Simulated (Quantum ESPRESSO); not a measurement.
# 2H-MoS2, 1 layer: a series in biaxial strain, part 3 of 6

What law, if any, do the results for 2H-MoS2, 1 layer follow against biaxial strain?

Quantum ESPRESSO 7.5; plane-wave DFT, PBE, GBRV ultrasoft pseudopotentials.

So far. Step 2 (Variable-cell relaxation of the reference):  The last row is no step: it is a fresh SCF in the final cell with a new plane-wave basis, -0 meV from the row before. Step 3 (Relaxing the ions, -4 %): The relaxation lowers the energy by 13 meV an atom.

## Step 4: SCF with pw.x, -4 %

The self-consistent run of this member.

The input, m0.scf.in:

```
&control
  prefix = 'm0.scf'
  outdir = './out'
  pseudo_dir = './pseudo'
  calculation = 'scf'
  tprnfor = .true.
/
&system
  ibrav = 0
  nat = 3
  ntyp = 2
  ecutwfc = 40
  ecutrho = 200
  occupations = 'smearing'
  smearing = 'fd'
  degauss = 0.002
  nbnd = 17
/
&electrons
  conv_thr = 1e-09
  mixing_beta = 0.4
  electron_maxstep = 120
  mixing_mode = 'plain'
/
ATOMIC_SPECIES
  S   32.0600  s_pbe_v1.4.uspp.F.UPF
  Mo  95.9500  mo_pbe_v1.uspp.F.UPF
CELL_PARAMETERS angstrom
  3.05571195648000 0.00000000000000 0.00000000000000
  -1.52785597824000 2.64632418048000 0.00000000000000
  0.00000000000000 0.00000000000000 18.26259773800000
ATOMIC_POSITIONS crystal
  S   0.333333333300 0.666666666700 0.412007689200
  Mo  0.000000000000 0.000000000000 0.500000000000
  S   0.333333333300 0.666666666700 0.587992310800
K_POINTS automatic
  12 12 1 0 0 0
```

Launch:

```sh
> OMP_NUM_THREADS=1 mpirun -n 4 pw.x -nk 4 -in m0.scf.in > m0.scf.out
```

Output:

```text
[banner, memory and clock lines left out]
Program PWSCF v.7.5 starts
[citation notice left out]

[...]
Message from routine setup:
[...]
bravais-lattice index     =            0
     lattice parameter (alat)  =       5.7745  a.u.
     unit-cell volume          =     996.5856 (a.u.)^3
     number of atoms/cell      =            3
     number of atomic types    =            2
     number of electrons       =        26.00
     number of Kohn-Sham states=           17
     kinetic-energy cutoff     =      40.0000  Ry
     charge density cutoff     =     200.0000  Ry
     scf convergence threshold =      1.0E-09
     mixing beta               =       0.4000
     number of iterations used =            8  plain     mixing
     Exchange-correlation= SLA  PW   PBE  PBE
                           (   1   4   3   4   0   0   0)

[...]
PseudoPot. # 1 for S  read from file:
     ./pseudo/s_pbe_v1.4.uspp.F.UPF
     Pseudo is Ultrasoft + core correction, Zval =  6.0
     Generated by new atomic code, or converted to UPF format
     Using radial grid of  907 points,  6 beta functions with:
                l(1) =   0
                l(2) =   0
                l(3) =   1
                l(4) =   1
                l(5) =   2
                l(6) =   2
     Q(r) pseudized with  8 coefficients,  rinner =    1.300   1.300   1.300
                                                       1.300   1.300

     PseudoPot. # 2 for Mo read from file:
     ./pseudo/mo_pbe_v1.uspp.F.UPF
     Pseudo is Ultrasoft + core correction, Zval = 14.0
     Generated by new atomic code, or converted to UPF format
     Using radial grid of  889 points,  6 beta functions with:
                l(1) =   0
                l(2) =   0
                l(3) =   1
                l(4) =   1
                l(5) =   2
                l(6) =   2
     Q(r) pseudized with  6 coefficients,  rinner =    1.000   1.000   1.000
                                                       1.000   1.000

     atomic species   valence    mass     pseudopotential
     S                 6.00    32.06000     S ( 1.00)
     Mo               14.00    95.95000     Mo( 1.00)

     12 Sym. Ops. (no inversion) found

[...]
number of k points=    19  Fermi-Dirac smearing, width (Ry)=  0.0020
[...]
Dense  grid:    47453 G-vectors     FFT dimensions: (  25,  25, 160)

     Smooth grid:    34081 G-vectors     FFT dimensions: (  24,  24, 144)

     Initial potential from superposition of free atoms

     starting charge      25.9989, renormalised to      26.0000

     negative rho (up, down):  2.263E-03 0.000E+00
     Starting wfcs are   21 randomized atomic wfcs

     per-process dynamical memory:    66.2 Mb

     Self-consistent Calculation

     iteration #  1     ecut=    40.00 Ry     beta= 0.40
     Davidson diagonalization with overlap
     ethr =  1.00E-02,  avg # of iterations =  2.2

     Threshold (ethr) on eigenvalues was too large:
     Diagonalizing with lowered threshold

     Davidson diagonalization with overlap
     ethr =  5.10E-04,  avg # of iterations =  2.0

     negative rho (up, down):  2.317E-03 0.000E+00

     total energy              =    -187.67806385 Ry
     estimated scf accuracy    <       0.16467990 Ry

     iteration #  2     ecut=    40.00 Ry     beta= 0.40
[...]
negative rho (up, down):  2.285E-03 0.000E+00

[...]
total energy              =    -187.68920139 Ry
     estimated scf accuracy    <       0.19441966 Ry

     iteration #  3     ecut=    40.00 Ry     beta= 0.40
[...]
negative rho (up, down):  2.299E-03 0.000E+00

[...]
total energy              =    -187.71893932 Ry
     estimated scf accuracy    <       0.01066166 Ry

     iteration #  4     ecut=    40.00 Ry     beta= 0.40
[...]
negative rho (up, down):  2.306E-03 0.000E+00

[...]
total energy              =    -187.71998721 Ry
     estimated scf accuracy    <       0.00123025 Ry

     iteration #  5     ecut=    40.00 Ry     beta= 0.40
[...]
negative rho (up, down):  2.302E-03 0.000E+00

[...]
total energy              =    -187.72016689 Ry
     estimated scf accuracy    <       0.00016075 Ry

     iteration #  6     ecut=    40.00 Ry     beta= 0.40
[...]
negative rho (up, down):  2.297E-03 0.000E+00

[...]
total energy              =    -187.72020092 Ry
     estimated scf accuracy    <       0.00000465 Ry

     iteration #  7     ecut=    40.00 Ry     beta= 0.40
[...]
negative rho (up, down):  2.298E-03 0.000E+00

[...]
total energy              =    -187.72020386 Ry
     estimated scf accuracy    <       0.00000615 Ry

     iteration #  8     ecut=    40.00 Ry     beta= 0.40
[...]
negative rho (up, down):  2.297E-03 0.000E+00

[...]
total energy              =    -187.72020466 Ry
     estimated scf accuracy    <       0.00000022 Ry

     iteration #  9     ecut=    40.00 Ry     beta= 0.40
[...]
negative rho (up, down):  2.298E-03 0.000E+00

[...]
total energy              =    -187.72020476 Ry
     estimated scf accuracy    <       0.00000012 Ry

     iteration # 10     ecut=    40.00 Ry     beta= 0.40
[...]
negative rho (up, down):  2.298E-03 0.000E+00

[...]
total energy              =    -187.72020475 Ry
     estimated scf accuracy    <       0.00000005 Ry

     iteration # 11     ecut=    40.00 Ry     beta= 0.40
[...]
negative rho (up, down):  2.298E-03 0.000E+00

[...]
End of self-consistent calculation

          k = 0.0000 0.0000 0.0000 (  4263 PWs)   bands (ev):

   -60.7409 -34.9589 -34.5825 -34.5825 -14.4172 -13.1704  -5.8964  -2.3047
    -2.3047  -2.2025  -1.1149  -1.1149  -0.4676   3.1377   3.1377   3.2750
     3.2750

          k = 0.0000 0.0962 0.0000 (  4226 PWs)   bands (ev):

   -60.7367 -34.9514 -34.6205 -34.5911 -14.2972 -13.1146  -5.7568  -2.5713
    -2.5042  -2.1790  -1.3060  -1.0185  -0.4738   2.9003   2.9733   3.1428
     3.3257

[...]
the Fermi energy is     1.0249 ev

!    total energy              =    -187.72020476 Ry
     estimated scf accuracy    <          4.4E-10 Ry
     smearing contrib. (-TS)   =      -0.00000000 Ry
     internal energy E=F+TS    =    -187.72020476 Ry

     The total energy is F=E-TS. E is the sum of the following terms:
     one-electron contribution =   -1037.45400444 Ry
     hartree contribution      =     520.11969125 Ry
     xc contribution           =     -36.40049738 Ry
     ewald contribution        =     366.01460581 Ry

     convergence has been achieved in  11 iterations

     negative rho (up, down):  2.298E-03 0.000E+00

     Forces acting on atoms (cartesian axes, Ry/au):

     atom    1 type  1   force =     0.00000000    0.00000000   -0.00015104
     atom    2 type  2   force =     0.00000000    0.00000000    0.00000000
     atom    3 type  1   force =     0.00000000    0.00000000    0.00015104

     Total force =     0.000214     Total SCF correction =     0.000049
     SCF correction compared to forces is large: reduce conv_thr to get better values

[...]
```

Elapsed: 18 s, on 4 MPI ranks of Intel Xeon at 2.70GHz, shared host; peak memory 0.45 GiB; 68 s of CPU time.

This step gave:

```
free energy                          : -2554.0635 eV
Fermi energy                         : 1.025 eV
valence top, on the run's zero       : 0.07012 eV
conduction bottom, on the run's zero : 1.788 eV
gap by band count                    : 1.718 eV
```

## Step 5: Electrostatic potential, -4 %

plot_num = 11 writes the bare and Hartree potential, from which vacuum levels or, in a crystal, the mean potential are read.

The input, m0.pot.in:

```
&inputpp
  prefix = 'm0.scf'
  outdir = './out'
  filplot = 'm0.pot.dat'
  plot_num = 11
/
```

Launch:

```sh
> OMP_NUM_THREADS=1 mpirun -n 4 pp.x -in m0.pot.in > m0.pot.out
```

Output:

```text
[banner, memory and clock lines left out]
Program POST-PROC v.7.5 starts

          URL

     ./out/m0.scf.save/

     IMPORTANT: XC functional enforced from input :
     Exchange-correlation= PBE
                           (   1   4   3   4   0   0   0)
     Any further DFT definition will be discarded
     Please, verify this is what you really want

     negative rho (up, down):  2.298E-03 0.000E+00

     Calling punch_plot, plot_num =  11
     Writing data to file  m0.pot.dat
     Message from routine chdens:
     namelist plot not found or invalid, exiting
```

The job ended after 2.9 s (4 MPI ranks; peak memory 0.09 GiB).

This step gave:

* slope of the potential above: 6.47e-5 eV/Å
* upper vacuum line continued to the top atoms, over the valence top: 5.770 eV
* slope of the potential below: -4.53e-5 eV/Å
* lower vacuum line continued to the bottom atoms, over the valence top: 5.770 eV
* vacuum level at the upper face over the valence top of the mesh: 5.771 eV
* vacuum level at the lower face over the valence top of the mesh: 5.771 eV

Electrostatic potential energy of an electron; zero at the highest filled level of the SCF mesh. Table of potential energy, planar mean by z:

```csv
z (Å),"potential energy, planar mean (eV)"
0.0,5.77
0.5,5.77
1.0,5.77
1.5,5.77
2.0,5.77
2.5,5.77
3.0,5.77
3.5,5.77
4.0,5.77
4.5,5.77
5.0,5.75
5.5,5.68
6.0,5.32
6.5,3.60
7.0,-4.37
7.5,-14.5
8.0,-8.32
8.5,-10.1
9.0,-28.0
9.5,-20.1
10.0,-5.91
10.5,-12.8
11.0,-11.3
11.5,0.785
12.0,4.74
12.5,5.56
13.0,5.72
13.5,5.76
14.0,5.77
14.5,5.77
15.0,5.77
15.5,5.77
16.0,5.77
16.5,5.77
17.0,5.77
17.5,5.77
18.0,5.77
```

[end of part 3 of 6]

[Logs are printed without paths, hosts, clocks, repeated set-up lines and the standing remarks that a program may print on its own settings, such as how far it seeks lower states.]

[Hosts, paths, dates, database ids (printed as entryN), source tags and the programs' standing remarks are cut or masked in the printed files.]

[Maps of the electrostatic potential energy from Ansatz leave out the sawtooth potential of an applied field or a dipole correction, so their vacuum need not be flat; planar profiles and work functions include it.]
